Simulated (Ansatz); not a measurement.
ZrC:

```
CELL_PARAMETERS angstrom
3.39148 0.00000 0.00000
-1.69574 2.93710 0.00000
0.00000 0.00000 5.29005
ATOMIC_POSITIONS crystal
Zr 0.66667 0.33333 0.75000
Zr 0.33333 0.66667 0.25000
C 0.00000 0.00000 0.50000
C 0.00000 0.00000 0.00000
```

The cell comes from a database or a generator and needn't be the stable form of this composition.

Base run:

```yaml
Program: Ansatz 0.2.0
Functional: PBEsol
Potentials_or_basis: Ansatz PAW
Cutoff: 420 eV
Density_cutoff: 1680 eV
k_mesh: 9 × 9 × 5
Occupations: fermi-dirac, width 0.05 eV
Spin: no spin polarisation
```

Its results: band gap on the k mesh none (metal or under the smearing width); pressure -7.8 GPa.

Task: The run is repeated on the same cell with these changes: hubbard terms from none to Zr d U = 6 eV; hubbard projectors from none to ortho-atomic (the default). What comes out?

Result: Band gap on the k mesh none (metal or under the smearing width); pressure 0.0 GPa.

Caveats: the PAW data sets come from PBE, with cores solved anew for the run's functional, which leaves a small shift of forces and pressure; U without spin polarisation on a metal has little footing (some runs); the U is typed as a test and isn't derived for this compound (some runs).

Not every run made on this cell is shown here.
